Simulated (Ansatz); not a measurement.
Input and command of a calculation in Ansatz (plane waves; scalar-relativistic PAW potentials unless the input names others):

```yaml
crystal:
  lattice:
    - [0.0, 2.4648266931, 2.4648266931]
    - [2.4648266931, 0.0, 2.4648266931]
    - [2.4648266931, 2.4648266931, 0.0]
  atoms:
    - { symbol: Li, position: [0.0, 0.0, 0.0] }
    - { symbol: Br, position: [0.5, 0.5, 0.5] }
basis:
  ecutwfc: 420
kpoints:
  mp_grid: { grid: [8, 8, 8] }
hamiltonian:
  xc: pbesol
scf:
  occupations: { method: gaussian, width: 0.02 }
  initial_density: { chi_scale: 0.3 }
output:
  forces: true
  eigenvalues: true
  stress: true
```

```bash
ansatz run input.yaml --threads 1 --pin off --max-ram 1331MiB --backend cpu --events-out ev --progress --plain --runs-dir out
```

Abridged log:
```
Basis set: ecut = 420 eV, 561 PW (Γ), exchange–correlation on 48×48×48 points (8 copies of the dense FFT grid, shifted against one another)
Bands: 9, of which v1, the nominal top of the filled ones, is band 5 counted from 1 (4 counted from 0)
Symmetry: 48 space group operations
k-points: 29 of 512
SCF iter   1: F=—  HF=-2942.742478 eV  |F-HF|=—  |Δ(HF+E_count)|=         —  Δρ=8.11e-2  dr2=1.95e0  ethr=3.10e-3  ⟨swp⟩=6.0  Hψ=1898  notcnv=0
SCF iter   2: F=—  HF=-2942.291493 eV  |F-HF|=—  |Δ(HF+E_count)|=   4.51e-1  Δρ=3.36e-2  dr2=2.39e-1  ethr=3.10e-3  ⟨swp⟩=3.3  Hψ=762  notcnv=0
SCF iter   3: F=—  HF=-2942.238645 eV  |F-HF|=—  |Δ(HF+E_count)|=   5.28e-2  Δρ=7.34e-3  dr2=1.01e-2  ethr=2.39e-3  ⟨swp⟩=3.0  Hψ=489  notcnv=0
SCF iter   4: F=—  HF=-2942.238057 eV  |F-HF|=—  |Δ(HF+E_count)|=   5.89e-4  Δρ=6.57e-4  dr2=7.28e-5  ethr=1.01e-4  ⟨swp⟩=2.5  Hψ=482  notcnv=0
SCF iter   5: F=—  HF=-2942.238145 eV  |F-HF|=—  |Δ(HF+E_count)|=   8.83e-5  Δρ=6.39e-5  dr2=1.27e-6  ethr=7.28e-7  ⟨swp⟩=2.4  Hψ=356  notcnv=0
SCF iter   6: F=-2942.238145 eV  HF=-2942.238145 eV  |F-HF|=5.06e-9  |Δ(HF+E_count)|=   2.17e-7  Δρ=5.45e-6  dr2=7.32e-9  ethr=1.00e-9  ⟨swp⟩=7.3  Hψ=1660  notcnv=0
SCF 1 converged in 6 iterations: F = -2942.238145 eV  dr2 = 7.32e-9
SCF converged after 6 iterations
Free energy (F): -2942.238145 eV
Harris-Foulkes:  -2942.238145 eV  (|F-HF|=5.06e-9)
Internal energy: -2942.238145 eV  (E = F + TS)
E sigma→0 (E₀):  -2942.238145 eV
Fermi energy:    8.242746 eV
--- Forces (eV/Å), atoms counted from 1 ---
  atom   1  Li     0.00000000     0.00000000     0.00000000
  atom   2  Br     0.00000000     0.00000000     0.00000000
--- Stress (GPa, compression-positive) ---
       14.886533       0.000000       0.000000
        0.000000      14.886533       0.000000
        0.000000       0.000000      14.886533
  P = ⅓ Tr σ = 14.8865 GPa (148.865 kbar)
```

Apart from outputs and empty bands, the input differs from a reference run on usual settings in scf.initial_density.chi_scale: not typed → 0.3. The reference, at the same geometry (not necessarily relaxed), gave pressure 14.89 GPa, largest force 0.000 eV/Å, gap on the mesh 5.56 eV. This run converged in 6 SCF iterations (reference: 7) with an energy at zero smearing within 0.01 meV/atom of the reference's, pressure 14.89 GPa, largest force 0.000 eV/Å, gap on the mesh 5.56 eV.